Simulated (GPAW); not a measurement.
A run of GPAW 26.7.0 is set up as follows.

Contents of run.py:

```python
from ase.filters import FrechetCellFilter
from ase.io import read, write
from ase.optimize import BFGS
from gpaw import GPAW, PW

atoms = read('BeS.xyz')

calc = GPAW(mode=PW(800),
            xc='LDA',
            kpts={'size': (9, 9, 9), 'gamma': True},
            occupations={'name': 'fermi-dirac', 'width': 0.05},
            nbands=11,
            convergence={'density': 1e-05, 'forces': 0.0001},
            maxiter=150,
            txt='gpaw.txt')
atoms.calc = calc
opt = BFGS(FrechetCellFilter(atoms), trajectory='relax.traj', logfile='-')
done = opt.run(fmax=0.02, steps=60)
calc.write('gs.gpw')
write('result.traj', atoms)
print('Converged:', done)
print('Cell:', atoms.cell.cellpar().round(4))
print('Volume:', round(atoms.get_volume(), 4))
print(atoms.get_scaled_positions().round(5))
```

The input BeS.xyz:

```xyz
2
Lattice="0.0000000000 2.4250000000 2.4250000000 2.4250000000 0.0000000000 2.4250000000 2.4250000000 2.4250000000 0.0000000000" Properties=species:S:1:pos:R:3 pbc="T T T"
S      3.6375000000      3.6375000000      3.6375000000
Be     0.0000000000      0.0000000000      0.0000000000
```

Potentials or basis: the program's PAW data sets (release 1.2.1) made for this functional, pw.

Command:

```sh
$ OMP_NUM_THREADS=1 python run.py
```

**Question.** Predict the band gap on the k mesh.

**Answer.** 2.93 eV, indirect (least direct gap 5.49 eV).

**Question.** Estimate the relaxed volume.

**Answer.** 13.87 Å³/atom.

Final structure:
```
S Be
1.0
     0.00000    2.40270    2.40270
     2.40270    0.00000    2.40270
     2.40270    2.40270    0.00000
S Be
1 1
Cartesian
  3.6041 3.6041 3.6041
  0.0000 0.0000 0.0000
```

Caveat: later steps reuse the first step's grids; an odd mesh through Γ misses points on the zone boundary, where band edges often lie. Zero-point motion and thermal expansion aren't in these numbers.
